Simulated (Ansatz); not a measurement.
Here is an Ansatz 0.2.0 calculation.

The input input.yaml:

```yaml
crystal:
  lattice:
    - [-2.9401404553, 2.9401404553, 1.5993019889]
    - [2.9401404553, -2.9401404553, 1.5993019889]
    - [2.9401404553, 2.9401404553, -1.5993019889]
  atoms:
    - { symbol: Sn, position: [0.0, 0.0, 0.0] }
    - { symbol: Sn, position: [0.75, 0.25, 0.5] }
hamiltonian:
  xc: pbe
  pseudopotentials: { kind: paw }
kpoints:
  mp_grid: { grid: [9, 9, 9] }
scf:
  occupations: { method: fermi_dirac, width: 0.05 }
output:
  forces: true
  stress: true
  eigenvalues: true
relax:
  f_tol: 0.01
  max_steps: 40
  cell: { stress_tol: 0.05 }
```

Potentials or basis: Ansatz PAW.

Run with:

```bash
$ ansatz run input.yaml --threads 2 --pin off --max-ram 5632MiB --backend cpu --events-out ev --progress --plain --runs-dir out
```

Task: What does it give for the band gap on the k mesh?

Result: None (metal or under the smearing width).

Task: Predict the relaxed volume.

Result: 28.43 Å³/atom.

Task: Predict the relaxed cell.

Result: a = 4.500 Å, b = 4.500 Å, c = 4.500 Å, α = 97.35°, β = 97.35°, γ = 138.09°.

Task: Predict the space group after relaxing (to 0.05 Å).

Result: I4_1/amd (No. 141).

Final structure:
```xyz
2
Lattice="-2.9718 2.9718 1.6097 2.9718 -2.9718 1.6097 2.9718 2.9718 -1.6097" Properties=species:S:1:pos:R:3 pbc="T T T"
Sn    0.0000    0.0000    0.0000
Sn    0.0000    2.9718    0.8048
```
